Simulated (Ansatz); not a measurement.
```
Ga N
1.0
     0.00000    2.18448    2.18448
     2.18448    0.00000    2.18448
     2.18448    2.18448    0.00000
Ga N
1 1
Direct
  0.00000 0.00000 0.00000
  0.25000 0.25000 0.25000
```

PBE in Ansatz, hard PAW set made for 700 eV, wave cutoff 700 eV, 4×4×4 mesh, fixed fractional positions. The pressure is 27.1 GPa and the gap on the mesh 2.31 eV.

Task: The cell is scaled evenly to 1.128 times its volume. What pressure and gap follow, and what mean bulk modulus do the two pressures imply?

Result: 0.0 GPa, gap 1.54 eV; B = −ΔP/Δln V ≈ 225 GPa over this range.

The cell is a model at fixed atoms and needn't be the relaxed known crystal. Spin-orbit coupling is left out. The mesh is coarse, so these values aren't converged.
